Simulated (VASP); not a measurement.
Write the native input for VASP 6.6.1 that does the following.

```yaml
Task: single point
Functional: PBE
Potentials_or_basis: VASP PAW PBE potentials, release 64 (Yb)
Cutoff: 520 eV
k_mesh: 6 × 6 × 2
Occupations: gaussian, width 0.05 eV
Spin: no spin polarisation
Hubbard_terms: Yb f U = 6.0 eV
Dipole_correction: no
Further_INCAR_settings: ALGO = Normal; EDIFF = 1e-06; NBANDS = 56
```

The structure of Yb lies in POSCAR:

```
Yb
1.0
    3.9000898187      0.0000000000      0.0000000000
   -1.9500449093      3.3775768601      0.0000000000
    0.0000000000      0.0000000000     12.4603888450
Yb
4
Direct
    0.0000000000      0.0000000000      0.0000000000
    0.0000000000      0.0000000000      0.5000000000
    0.3333333333      0.6666666667      0.2500000000
    0.6666666667      0.3333333333      0.7500000000
```

This isn't the form of Yb at room conditions, which is fcc.

The input as run:

INCAR

```
SYSTEM = Yb
PREC = Accurate ; ENCUT = 520
EDIFF = 1E-6 ; ISMEAR = 0
SIGMA = 0.05 ; LREAL = .FALSE.
LASPH = .TRUE. ; NELM = 150
ALGO = Normal ; ISIF = 2
LWAVE = .FALSE. ; LCHARG = .FALSE.
LMAXMIX = 6 ; LDAU = .TRUE.
LDAUTYPE = 2 ; LDAUL = 3
LDAUU = 6 ; LDAUJ = 0
LDAUPRINT = 1 ; GGA = PE
NBANDS = 56
```

KPOINTS

```
regular mesh
0
G
  6 6 2
  0 0 0
```

Potentials or basis: VASP PAW PBE potentials, release 64 (Yb).

Launch:

```console
$ cat potpaw_PBE.64/Yb/POTCAR > POTCAR
$ mpirun -np 1 vasp_std > vasp.out
```

Results of the run:

```yaml
Pressure: -0.5 GPa
Band_gap_on_the_k_mesh: none (metal or under the smearing width)
```

Caveat: U without spin polarisation on a metal has little footing.

It took 12 min on 1 thread of Intel(R) Xeon(R) Platinum 8488C (Sapphire Rapids), on a shared host, peak memory 0.33 GiB.
